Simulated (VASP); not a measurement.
# HfC (P6_3mc) in VASP: reference runs

Reference runs on HfC: the cell as given.

Everything below comes from runs of VASP 6.6.1. Logs are shortened: lines on timing, memory, paths and dates and some standing lists are left out, and cuts for length are marked.

**1. Starting point**

Symmetry: P6_3mc, No. 186, hexagonal system. Conventional cell: a = 3.891 Å, b = 3.891 Å, c = 6.337 Å, α = 90.00°, β = 90.00°, γ = 120.00°. Hf (site symmetry 3m) has 4 C at 2.34 to 2.39 Å as nearest neighbours. Around C (site symmetry 3m) lie 4 Hf at 2.34 to 2.39 Å.

The cell was built by a generator and needn't be a form met in nature.

**2. Single point, PBE**

Input file INCAR:

```
SYSTEM = HfC
ALGO = Normal ; EDIFF = 1E-7
ENCUT = 520 ; GGA = PE
ISIF = 2 ; ISMEAR = -1
LASPH = .True. ; LCHARG = .False.
LREAL = .False. ; LWAVE = .False.
NBANDS = 22 ; NELM = 80
PREC = Accurate ; SIGMA = 0.05
```

Input file KPOINTS:

```
k-points
0
Gamma
  8 8 4
  0 0 0
```

Input file POSCAR:

```
HfC
1.0
    3.8906683800      0.0000000000      0.0000000000
   -1.9453341900      3.3694176600      0.0000000000
    0.0000000000      0.0000000000      6.3373305500
Hf C
2 2
Direct
    0.3333333300      0.6666666700      0.0000000000
    0.6666666700      0.3333333300      0.5000000000
    0.3333333300      0.6666666700      0.3700000000
    0.6666666700      0.3333333300      0.8700000000
```

Potentials or basis: VASP PAW PBE potentials, release 64 (Hf_pv, C).

Started as:

```
$ cat potpaw_PBE.64/Hf_pv/POTCAR potpaw_PBE.64/C/POTCAR > POTCAR
$ mpirun -np 1 vasp_std > vasp.out
```

OUTCAR:

```text
SYSTEM = HfC
   EDIFF = 1E-7
   ENCUT = 520
   GGA = PE
   ISIF = 2
   ISMEAR = -1
   LASPH = .True.
   LREAL = .False.
   NELM = 80
   PREC = Accurate

 ion  position               nearest neighbor table
   1  0.333  0.667  0.000-   3 2.34   4 2.39   4 2.39   4 2.39
   2  0.667  0.333  0.500-   4 2.34   3 2.39   3 2.39   3 2.39
   3  0.333  0.667  0.370-   1 2.34   2 2.39   2 2.39   2 2.39
   4  0.667  0.333  0.870-   2 2.34   1 2.39   1 2.39   1 2.39

  LATTYP: Found a hexagonal cell.
 ALAT       =     3.8906683800
 C/A-ratio  =     1.6288539477

  Lattice vectors:

 A1 = (   3.8906683800,   0.0000000000,   0.0000000000)
 A2 = (  -1.9453341900,   3.3694176600,   0.0000000000)
 A3 = (   0.0000000000,   0.0000000000,   6.3373305500)

Analysis of symmetry for initial positions (statically):
=====================================================================
 Subroutine PRICEL returns:
 Original cell was already a primitive cell.

 Routine SETGRP: Setting up the symmetry group for a
 hexagonal supercell.

 Subroutine GETGRP returns: Found 12 space group operations
 (whereof  6 operations were pure point group operations)
 out of a pool of 24 trial point group operations.

The static configuration has the point symmetry C_3v.
 The point group associated with its full space group is C_6v.

Analysis of symmetry for dynamics (positions and initial velocities):
=====================================================================
 Subroutine PRICEL returns:
 Original cell was already a primitive cell.

 Routine SETGRP: Setting up the symmetry group for a
 hexagonal supercell.

 Subroutine GETGRP returns: Found 12 space group operations
 (whereof  6 operations were pure point group operations)
 out of a pool of 24 trial point group operations.

The dynamic configuration has the point symmetry C_3v.
 The point group associated with its full space group is C_6v.

 Subroutine INISYM returns: Found 12 space group operations
 (whereof  6 operations are pure point group operations),
 and found     1 'primitive' translations

----------------------------------------------------------------------------------------

                                     Primitive cell

  volume of cell :      83.0779

  direct lattice vectors                    reciprocal lattice vectors
     3.890668380  0.000000000  0.000000000     0.257025247  0.148393595  0.000000000
    -1.945334190  3.369417660  0.000000000     0.000000000  0.296787190  0.000000000
     0.000000000  0.000000000  6.337330550     0.000000000  0.000000000  0.157795146

  length of vectors
     3.890668380  3.890668385  6.337330550     0.296787191  0.296787190  0.157795146

  position of ions in fractional coordinates (direct lattice)
     0.333333330  0.666666670  0.000000000
     0.666666670  0.333333330  0.500000000
     0.333333330  0.666666670  0.370000000
     0.666666670  0.333333330  0.870000000

  ion indices of the primitive-cell ions
   primitive index   ion index
                 1           1
                 2           2
                 3           3
                 4           4

----------------------------------------------------------------------------------------

 KPOINTS: k-points

Automatic generation of k-mesh.
 Grid dimensions read from file:
 generate k-points for:    8    8    4

 Generating k-lattice:

  Cartesian coordinates                     Fractional coordinates (reciprocal lattice)
     0.032128156  0.018549199  0.000000000     0.125000000 -0.000000000  0.000000000
     0.000000000  0.037098399  0.000000000     0.000000000  0.125000000  0.000000000
     0.000000000  0.000000000  0.039448787     0.000000000  0.000000000  0.250000000

  Length of vectors
     0.037098399  0.037098399  0.039448787

  Shift w.r.t. Gamma in fractional coordinates (k-lattice)
     0.000000000  0.000000000  0.000000000

 Subroutine IBZKPT returns following result:
 ===========================================

 Found     30 irreducible k-points:

 Following reciprocal coordinates:
            Coordinates               Weight
  0.000000  0.000000  0.000000      1.000000
  0.125000  0.000000  0.000000      6.000000
  0.250000  0.000000  0.000000      6.000000
  0.375000  0.000000  0.000000      6.000000
  0.500000  0.000000  0.000000      3.000000
  0.125000  0.125000  0.000000      6.000000
[... 16 lines left out ...]
  0.250000  0.000000  0.500000      6.000000
  0.375000  0.000000  0.500000      6.000000
 [... further k-points ...]
   k-points           NKPTS =     30   k-points in BZ     NKDIM =     30   number of bands    NBANDS=     22
   number of dos      NEDOS =    301   number of ions     NIONS =      4
   total plane-waves  NPLWV =  43200
   dimension x,y,z NGX =    30 NGY =   30 NGZ =   48
   dimension x,y,z NGXF=    60 NGYF=   60 NGZF=   96
   ions per type =               2   2
   NGX,Y,Z   is equivalent  to a cutoff of  12.82, 12.82, 12.59 a.u.
   NGXF,Y,Z  is equivalent  to a cutoff of  25.64, 25.64, 25.18 a.u.
 SYSTEM =  HfC
   PREC   = accura    normal or accurate (medium, high low for compatibility)
   ISTART =      0    job   : 0-new  1-cont  2-samecut
   ICHARG =      2    charge: 1-file 2-atom 10-const
   ISPIN  =      1    spin polarized calculation?
   LNONCOLLINEAR =      F non collinear calculations
   LSORBIT =      F    spin-orbit coupling
   LASPH  =      T    aspherical Exc in radial PAW
   ENCUT  =  520.0 eV  38.22 Ry    6.18 a.u.   7.23  7.23 11.78*2*pi/ulx,y,z
   NELM   =     80;   NELMIN=  2; NELMDL= -5     # of ELM steps
   EDIFF  = 0.1E-06   stopping-criterion for ELM
   LREAL  =      F    real-space projection
   EDIFFG = 0.1E-05   stopping-criterion for IOM
   NSW    =      0    number of steps for IOM
   IBRION =     -1    ionic relax: 0-MD 1-quasi-New 2-CG
   NFREE  =      0    steps in history (QN), initial steepest desc. (CG)
   ISIF   =      2    stress and relaxation
   ISYM   =      2    0-nonsym 1-usesym 2-fastsym
   POTIM  = 0.5000    time-step for ionic-motion
   TEBEG  =    0.0;   TEEND  =   0.0 temperature during run
   PSTRESS=    0.0 pullay stress
   NELECT =      28.0000    total number of electrons
   NUPDOWN=      -1.0000    fix difference up-down
   EMIN   =  10.00;   EMAX   =-10.00  energy-range for DOS
   EFERMI =   0.00;   METHOD = LEGACY
   ISMEAR =    -1;   SIGMA  =   0.05  broadening in eV -4-tet -1-fermi 0-gaus
   EFERMI_NEDOS =   21; number of points for ismear=-14 and -15
   IALGO  =     38    algorithm
   IMIX   =      4    mixing-type and parameters
     AMIX     =   0.40;   BMIX     =  1.00
     AMIX_MAG =   1.60;   BMIX_MAG =  1.00
  volume/ion in A,a.u.               =      20.77       140.16
  Fermi-wavevector in a.u.,A,eV,Ry     =   1.139285  2.152936 17.659957  1.297970
  Thomas-Fermi vector in A             =   2.275989
   LORBIT       =      0    0 simple, 1 ext, 2 COOP (PROOUT), +10 PAW based schemes
   GGA     = PE    functional components
   LHFCALC =     F    Hartree Fock is set to
   AEXX    =    0.0000 exact exchange contribution
   IVDW    =     0    specifies the selected vdW correction
   LEPSILON=     F    determine dielectric tensor
   LRPA    =     F    only Hartree local field effects (RPA)
 non-spin polarized calculation
  energy-cutoff  :      520.00
  volume of cell :       83.08
 maximum number of plane-waves:      2254
 NGX is ok and might be reduce to    30
   NGX = 15   NGY = 15   NGZ = 23

 number of electron      27.9999997 magnetization

 Free energy of the ion-electron system (eV)
  ---------------------------------------------------
  ext. energy  EPLUGINS =         0.00000000
  ---------------------------------------------------
  free energy    TOTEN  =       -37.97120586 eV

  energy without entropy =      -37.97120478  energy(sigma->0) =      -37.97120532

 E-fermi :   2.4556     XC(G=0):  -9.6869

 val. band max:        1.9374061454   @ k =   0.5000   0.0000   0.0000
 cond. band min:       3.0019473930   @ k =   0.3750   0.0000   0.0000
 fundamental gap:      1.0645412476
 Fermi energy:         2.4556469901

 k-point     1 :       0.0000    0.0000    0.0000
  band No.  band energies     occupation
      1     -28.6492      2.00000
      2     -28.5865      2.00000
      3     -28.5865      2.00000
      4     -28.5704      2.00000
      5     -28.5704      2.00000
      6     -28.5443      2.00000
[... 14 lines left out ...]
     21       7.8207      0.00000
     22       7.8433      0.00000

 k-point     2 :       0.1250    0.0000    0.0000
  band No.  band energies     occupation
      1     -28.6447      2.00000
      2     -28.5973      2.00000
      3     -28.5899      2.00000
      4     -28.5821      2.00000
      5     -28.5726      2.00000
      6     -28.5465      2.00000
[... 14 lines left out ...]
     21       7.5697      0.00000
     22       7.7446      0.00000

 k-point     3 :       0.2500    0.0000    0.0000
  band No.  band energies     occupation
      1     -28.6351      2.00000
      2     -28.6208      2.00000
      3     -28.6101      2.00000
      4     -28.5980      2.00000
      5     -28.5779      2.00000
      6     -28.5532      2.00000
[... 14 lines left out ...]
     21       7.3020      0.00000
     22       7.4144      0.00000
[... 476 lines left out ...]
 k-point    23 :       0.2500    0.0000    0.5000
  band No.  band energies     occupation
      1     -28.6291      2.00000
      2     -28.6291      2.00000
      3     -28.5880      2.00000
      4     -28.5880      2.00000
      5     -28.5806      2.00000
      6     -28.5806      2.00000
[... 14 lines left out ...]
     21       7.9744      0.00000
     22       7.9744      0.00000

 k-point    24 :       0.3750    0.0000    0.5000
  band No.  band energies     occupation
      1     -28.6554      2.00000
      2     -28.6554      2.00000
      3     -28.5947      2.00000
      4     -28.5947      2.00000
      5     -28.5782      2.00000
      6     -28.5782      2.00000
[... 14 lines left out ...]
     21       7.3304      0.00000
     22       7.3304      0.00000

 [... further k-points ...]

------------------------ aborting loop because EDIFF is reached ----------------------------------------

  FORCE on cell =-STRESS in cart. coord.  units (eV):
  Direction    XX          YY          ZZ          XY          YZ          ZX
  --------------------------------------------------------------------------------------
  -------------------------------------------------------------------------------------
  Total      -12.6847242    -12.6847243    -14.9390619      0.0000000     -0.0000000      0.0000000
  in kB     -244.6280137   -244.6280144   -288.1034674      0.0000000     -0.0000000      0.0000000
  external PRESSURE =    -259.1198318 kB  Pullay stress =       0.0000000 kB

 VOLUME and BASIS-vectors are now :
 -----------------------------------------------------------------------------
  energy-cutoff  :      520.00
  volume of cell :       83.08
      direct lattice vectors                 reciprocal lattice vectors
     3.890668380  0.000000000  0.000000000     0.257025247  0.148393595  0.000000000
    -1.945334190  3.369417660  0.000000000     0.000000000  0.296787190  0.000000000
     0.000000000  0.000000000  6.337330550     0.000000000  0.000000000  0.157795146

 POSITION                                       TOTAL-FORCE (eV/Angst)
 -----------------------------------------------------------------------------------
     -0.00000      2.24628      0.00000        -0.000000     -0.000000     -0.468125
      1.94533      1.12314      3.16867        -0.000000      0.000000     -0.468125
     -0.00000      2.24628      2.34481        -0.000000      0.000000      0.468125
      1.94533      1.12314      5.51348         0.000000      0.000000      0.468125
 -----------------------------------------------------------------------------------
    total drift:                               -0.000010      0.000006     -0.000211

  FREE ENERGIE OF THE ION-ELECTRON SYSTEM (eV)
  ---------------------------------------------------
  free  energy   TOTEN  =       -37.9712058625 eV

  energy  without entropy=      -37.9712047838  energy(sigma->0) =      -37.97120532
```

It took 28 s on 1 thread of Intel Xeon 6975P-C (Granite Rapids), shared host; peak memory 0.22 GiB.

Results:

```
Free energy            : -37.9712 eV
Pressure               : -25.9 GPa
Largest force          : 0.468 eV/Å
Band gap on the k mesh : 1.06 eV, indirect (least direct gap 1.22 eV)
```

Forces on the atoms (eV/Å):
```
Hf   0.000  0.000 -0.468
Hf   0.000  0.000 -0.468
C    0.000  0.000  0.468
C    0.000  0.000  0.468
```

Caveat: so large a pressure means that the cell lies far from this level's equilibrium, or that cutoff or potentials fall short; spin-orbit coupling is left out, which moves the levels of the heavy elements. A k mesh can miss the band edges.
